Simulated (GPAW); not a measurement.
Li2Se:

```xyz
3
Lattice="0.0000 3.0025 3.0025 3.0025 0.0000 3.0025 3.0025 3.0025 0.0000" Properties=species:S:1:pos:R:3 pbc="T T T"
Se    0.0000    0.0000    0.0000
Li    4.5038    4.5038    4.5038
Li    1.5012    1.5012    1.5012
```

Base run:

```yaml
Program: GPAW 26.7.0
Functional: LDA
Potentials_or_basis: the program's PAW data sets (release 1.2.1) made for this functional
Cutoff: 800 eV
Basis: pw
k_mesh: 8 × 8 × 8
Occupations: fermi-dirac, width 0.05 eV
Spin: no spin polarisation
```

Its results: band gap on the k mesh 2.81 eV, indirect (least direct gap 3.18 eV); pressure -2.1 GPa.

Question: The run is repeated on the same cell with these changes: functional from LDA to PBEsol; potentials or basis from the program's PAW data sets (release 1.2.1) made for this functional to PAW data sets generated in the run's folder for this functional. What comes out?

Answer: Band gap on the k mesh 2.84 eV, indirect (least direct gap 3.24 eV); pressure -0.9 GPa.
